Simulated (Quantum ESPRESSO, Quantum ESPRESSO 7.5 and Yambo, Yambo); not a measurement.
# CuCl (Nantokite): G0W0 on several meshes in Yambo

Wanted: mesh dependence and cost of G0W0 for CuCl (Nantokite).

Calculated with Quantum ESPRESSO 7.5 and Yambo 5.3.0; PBE and many-body steps on it, plane waves.

Report form: the programs' logs are mostly left out.

The database entry behind the starting cell differs from later determinations by our own check (0.1 to 0.3 % short, probably kX units), so it need not match the best structure at ambient conditions.

In doubt: a PseudoDojo file used here is known to give poor structures and forces, which bears on pressures, cells, forces and phonons.

## 1. The structure

The structure is cubic, space group F-43m (No. 216). The conventional cell has a = 5.406 Å, b = 5.406 Å, c = 5.406 Å, α = 90.00°, β = 90.00°, γ = 90.00°. Nearest to Cu lie 4 Cl at 2.34 Å. Nearest to Cl lie 4 Cu at 2.34 Å. Farther neighbours and most contacts between anions are not listed.

Structure file:

```cif
data_structure
_symmetry_space_group_name_H-M 'P 1'
_symmetry_Int_Tables_number 1
_cell_length_a 3.8224
_cell_length_b 3.8224
_cell_length_c 3.8224
_cell_angle_alpha 60.000
_cell_angle_beta 60.000
_cell_angle_gamma 60.000
_cell_volume 39.49
loop_
_atom_site_label
_atom_site_type_symbol
_atom_site_fract_x
_atom_site_fract_y
_atom_site_fract_z
_atom_site_occupancy
Cu1 Cu 0.00000 0.00000 0.00000 1
Cl2 Cl 0.25000 0.25000 0.25000 1
```

The cell and positions come from the Crystallography Open Database and are kept as given unless a step says otherwise.

## 2. Empty states on the mesh, 4×4×4 mesh, 478 bands

This step: Quantum ESPRESSO 7.5; DFT, PBE, plane waves, norm-conserving pseudopotentials.

The sums over transitions need many empty states on a uniform mesh; this step solves for them.

File pw.in:

```
&control
  calculation = 'nscf'
  prefix = 'x'
  outdir = 'o'
  pseudo_dir = 'pseudo'
/
&system
  ibrav = 0
  nat = 2
  ntyp = 2
  ecutwfc = 84.0
  nbnd = 478
  force_symmorphic = .true.
/
&electrons
  conv_thr = 1e-9
  electron_maxstep = 80
  diago_full_acc = .true.
  diago_thr_init = 5e-6
/
ATOMIC_SPECIES
  Cu 63.546 Cu.upf
  Cl 35.45 Cl.upf
CELL_PARAMETERS angstrom
  -0.0000000000 2.7028500000 2.7028500000
  2.7028500000 -0.0000000000 2.7028500000
  2.7028500000 2.7028500000 -0.0000000000
ATOMIC_POSITIONS crystal
  Cu 0.0000000000 0.0000000000 0.0000000000
  Cl 0.2500000000 0.2500000000 0.2500000000
K_POINTS automatic
  4 4 4 0 0 0
```

Command:

```sh
OMP_NUM_THREADS=1 mpirun -n 4 pw.x -nk 4 -in pw.in > pw.out
```

Elapsed: 75 s, on 4 MPI ranks of Arm Neoverse V1, shared host; peak memory 0.87 GiB; 5 min of CPU time.

This step gave:

```
gap                                                           : 0.5333 eV
k of the valence top                                          : 0, 0, 0
k of the conduction bottom                                    : 0, 0, 0
least direct gap                                              : 0.5333 eV
k points computed                                             : 8
lowest point of the top converged band, above the valence top : 286.5733 eV
```

On this mesh the gap is 0.533 eV.

The density comes from a self-consistent run that is not shown.

## 3. Conversion and set-up

This step: Yambo 5.3.0; conversion and set-up on PBE, plane waves, norm-conserving pseudopotentials.

The states are converted to the many-body program's format and the q mesh is built.

Command:

```sh
(cd o/x.save; p2y > p2y.log; mv SAVE ../..); yambo > setup.log
```

The job ended after 2.8 s (1 MPI rank; peak memory 0.25 GiB).

## 4. 4×4×4

Now the one-shot GW correction: screening in the RPA, then the self-energy of the levels asked for.

This step: G0W0 on PBE, plane waves, norm-conserving pseudopotentials.

File gw2.in:

```
HF_and_locXC
gw0
dyson
ppa
em1d
rim_cut
RandQpts= 1000000
RandGvec= 1 RL
EXXRLvcs= 84 Ry
VXCRLvcs= 336 Ry
Chimod= "HARTREE"
% BndsRnXp
 1 | 203 |
%
NGsBlkXp= 17 Ry
% LongDrXp
 1 | 1 | 1 |
%
% GbndRnge
 1 | 203 |
%
DysSolver= "n"
ExtendOut
PPAPntXp= 27.21138 eV
% QPkrange
 1 | 1 | 12 | 15 |
%
```

Command:

```sh
OMP_NUM_THREADS=1 mpirun -n 4 yambo -F gw2.in -J gw2 -C gw2 > gw2.log
```

Wall time 3.6 min (4 MPI ranks); peak memory 1.8 GiB; 15 min of CPU time.

Numbers from this step:

```yaml
g0w0_gap_on_the_points_computed: 1.128 eV
starting_gap_on_the_mesh: 0.5333 eV
k_of_the_valence_top: 0, 0, 0
k_of_the_conduction_bottom: 0, 0, 0
least_direct_g0w0_gap_on_the_computed_points: 1.128 eV
z_at_the_valence_top: 0.7441
z_at_the_conduction_bottom: 0.8155
```

The gap on the mesh goes from 0.53 eV to 1.13 eV, a correction of +0.59 eV.

## 5. Empty states on the mesh, 2×2×2 mesh, 203 bands

This step: Quantum ESPRESSO 7.5; DFT, PBE, plane waves, norm-conserving pseudopotentials.

pw.in, as its differences from that of step 2:

```diff
@@ -11,3 +11,3 @@
   ecutwfc = 84.0
-  nbnd = 478
+  nbnd = 203
   force_symmorphic = .true.
@@ -31,2 +31,2 @@
 K_POINTS automatic
-  4 4 4 0 0 0
+  2 2 2 0 0 0
```

Command:

```sh
OMP_NUM_THREADS=1 mpirun -n 4 pw.x -nk 4 -in pw.in > pw.out
```

Elapsed: 8.3 s, on 4 MPI ranks; peak memory 0.36 GiB.

Numbers from this step:

- gap: 0.5333 eV
- k of the valence top: 0, 0, 0
- k of the conduction bottom: 0, 0, 0
- least direct gap: 0.5333 eV
- k points computed: 3
- lowest point of the top converged band, above the valence top: 152.2339 eV

On this mesh the gap is 0.533 eV.

## 6. Conversion and set-up

This step: Yambo 5.3.0; conversion and set-up on PBE, plane waves, norm-conserving pseudopotentials.

Command:

```sh
(cd o/x.save; p2y > p2y.log; mv SAVE ../..); yambo > setup.log
```

Elapsed: 2.4 s, on 1 MPI rank; peak memory 0.24 GiB.

## 7. 2×2×2

This step: G0W0 on PBE, plane waves, norm-conserving pseudopotentials.

File gw11.in:

```
HF_and_locXC
gw0
dyson
ppa
em1d
rim_cut
RandQpts= 1000000
RandGvec= 1 RL
EXXRLvcs= 84 Ry
VXCRLvcs= 336 Ry
Chimod= "HARTREE"
% BndsRnXp
 1 | 203 |
%
NGsBlkXp= 17 Ry
% LongDrXp
 1 | 1 | 1 |
%
% GbndRnge
 1 | 203 |
%
DysSolver= "n"
ExtendOut
PPAPntXp= 27.21138 eV
% QPkrange
 1 | 1 | 12 | 15 |
%
```

Command:

```sh
OMP_NUM_THREADS=1 mpirun -n 4 yambo -F gw11.in -J gw11 -C gw11 > gw11.log
```

Run time: 17 s. Hardware: 4 MPI ranks; peak memory 1.4 GiB.

This step gave:

```
G0W0 gap on the points computed              : 0.5269 eV
starting gap on the mesh                     : 0.5333 eV
k of the valence top                         : 0, 0, 0
k of the conduction bottom                   : 0, 0, 0
least direct G0W0 gap on the computed points : 0.5269 eV
Z at the valence top                         : 0.7301
Z at the conduction bottom                   : 0.7977
```

Against G0W0 in Yambo (4×4×4 mesh, 203 bands, screening to 231.3 eV, Godby-Needs plasmon pole), the gap moves by −0.601 eV.

## 8. Empty states on the mesh, 6×6×6 mesh, 203 bands

This step: Quantum ESPRESSO 7.5; DFT, PBE, plane waves, norm-conserving pseudopotentials.

pw.in, as its differences from that of step 5:

```diff
@@ -31,2 +31,2 @@
 K_POINTS automatic
-  2 2 2 0 0 0
+  6 6 6 0 0 0
```

Command:

```sh
OMP_NUM_THREADS=1 mpirun -n 4 pw.x -nk 4 -in pw.in > pw.out
```

Wall time 32 s (4 MPI ranks); peak memory 0.42 GiB; 2.1 min of CPU time.

Numbers from this step:

- gap: 0.5333 eV
- k of the valence top: 0, 0, 0
- k of the conduction bottom: 0, 0, 0
- least direct gap: 0.5333 eV
- k points computed: 16
- lowest point of the top converged band, above the valence top: 152.2339 eV

On this mesh the gap is 0.533 eV.

## 9. Conversion and set-up

This step: Yambo 5.3.0; conversion and set-up on PBE, plane waves, norm-conserving pseudopotentials.

Command:

```sh
(cd o/x.save; p2y > p2y.log; mv SAVE ../..); yambo > setup.log
```

Elapsed: 2.8 s, on 1 MPI rank; peak memory 0.24 GiB.

## 10. 6×6×6

This step: G0W0 on PBE, plane waves, norm-conserving pseudopotentials.

File gw12.in:

```
HF_and_locXC
gw0
dyson
ppa
em1d
rim_cut
RandQpts= 1000000
RandGvec= 1 RL
EXXRLvcs= 84 Ry
VXCRLvcs= 336 Ry
Chimod= "HARTREE"
% BndsRnXp
 1 | 203 |
%
NGsBlkXp= 17 Ry
% LongDrXp
 1 | 1 | 1 |
%
% GbndRnge
 1 | 203 |
%
DysSolver= "n"
ExtendOut
PPAPntXp= 27.21138 eV
% QPkrange
 1 | 1 | 12 | 15 |
%
```

Command:

```sh
OMP_NUM_THREADS=1 mpirun -n 4 yambo -F gw12.in -J gw12 -C gw12 > gw12.log
```

Elapsed: 20 min, on 4 MPI ranks; peak memory 2.5 GiB; 79 min of CPU time.

This step gave:

| Property | Result |
| --- | --- |
| G0W0 gap on the points computed | 1.238 eV |
| starting gap on the mesh | 0.5333 eV |
| k of the valence top | 0, 0, 0 |
| k of the conduction bottom | 0, 0, 0 |
| least direct G0W0 gap on the computed points | 1.238 eV |

Against G0W0 in Yambo (4×4×4 mesh, 203 bands, screening to 231.3 eV, Godby-Needs plasmon pole), the gap moves by +0.111 eV.

## 11. Side by side

Times are wall times on 4 MPI ranks of Arm Neoverse V1, shared host, good to a factor of about two.

| run | mesh | bands | screening cutoff (eV) | DFT gap (eV) | gap on the mesh (eV) | direct (eV) | time |
| --- | --- | --- | --- | --- | --- | --- | --- |
| 4×4×4 | 4×4×4 | 203 | 231.3 | 0.533 | 1.128 | 1.128 | 3.6 min |
| 2×2×2 | 2×2×2 | 203 | 231.3 | 0.533 | 0.527 | 0.527 | 17 s |
| 6×6×6 | 6×6×6 | 203 | 231.3 | 0.533 | 1.238 | 1.238 | 20 min |

## 12. Outcome

* 4×4×4: 1.128 eV
* 2×2×2: 0.527 eV
* 6×6×6: 1.238 eV
* known limits: not at the basis limit; d shell near the gap, gap tends to lie low; coarse k mesh

What this shows: 2×2×2: −0.601 eV against 4×4×4. 6×6×6: +0.111 eV against 4×4×4. Bands and cutoff are finite, so the gap is not at the basis limit. The miss can reach some tenths of an eV and take either sign; the mesh is an error of its own. In the G0W0 runs levels were corrected at 1 k point alone, so a gap called «on the mesh» is the least over those, and an edge elsewhere would be missed. The 4×4×4 mesh is coarse for this cell, which bears on the long-range parts of exchange and screening. A d shell, filled or nearly so, lies near the gap. One-shot GW converges very slowly in bands there, not always from below, and on a semilocal start the gap tends to come out low; starts rich in exact exchange can overshoot instead.

[Paths, hosts, dates, memory and timing lines, banners, echoed tables and standing remarks are left out of the program output.]

[Logs are printed without paths, hosts, clocks, repeated set-up lines and the standing remarks that a program may print on its own settings, such as how far it seeks lower states.]

[Runs of the session that timed out or met a known fault of the program may be left out.]

[Hosts, paths, dates, database ids (printed as entryN), source tags and the programs' standing remarks are cut or masked in the printed files.]
